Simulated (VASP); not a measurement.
# PbSe (Clausthalite): single point with PBE

**What was measured.**

From a printed reference work, monograph, for a bulk crystal of PbSe at 300 K: band gap 0.28 eV (direct).

Crystal: PbSe (Clausthalite).

```
CELL_PARAMETERS angstrom
0.00000 3.10894 3.10894
3.10894 0.00000 3.10894
3.10894 3.10894 0.00000
ATOMIC_POSITIONS crystal
Pb 0.00000 0.00000 0.00000
Se 0.50000 0.50000 0.50000
```

| Quantity | Value |
| --- | --- |
| Program | VASP 6.6.1 |
| Task | single point |
| Functional | PBE |
| Potentials or basis | VASP PAW PBE potentials, release 64 (Pb_d, Se) |
| Cutoff | 520 eV |
| k mesh | 10 × 10 × 10 |
| Occupations | gaussian, width 0.01 eV |
| Spin | no spin polarisation |
| Dipole correction | no |
| Further INCAR settings | ALGO = Normal; EDIFF = 1e-07; NBANDS = 17 |

The pressure is 0.0 GPa. The band gap on the k mesh is 0.44 eV, direct.

Levels at points of the mesh, in eV from the valence-band top:
| k point | band 8 | band 9 | band 10 | band 11 | band 12 | band 13 |
| --- | --- | --- | --- | --- | --- | --- |
| (0.00, 0.00, 0.00) | -1.64 | -1.64 | -1.64 | 4.64 | 4.64 | 4.64 |
| (0.50, 0.00, 0.00) | -1.26 | -1.26 | 0.00 | 0.44 | 1.83 | 1.83 |
| (0.50, 0.50, 0.00) | -4.56 | -2.91 | -2.91 | 3.92 | 5.47 | 5.47 |

Run time: 22 s on 1 thread of Intel(R) Xeon(R) Platinum 8559C (Emerald Rapids) (shared host), peak memory 0.23 GiB.

A measured gap of PbSe is 0.28 eV (direct; 300 K; a printed reference work, monograph); the calculated 0.44 eV misses it by +0.16 eV. 2 values of this kind are on record (0.15 to 0.28 eV); this one was drawn at random. Spin-orbit coupling on Pb, Se is left out. The value is that of PBE on a finite k mesh, which can miss the band edges, without temperature or zero-point motion.

Caveat: spin-orbit coupling is left out, which moves the levels of the heavy elements.
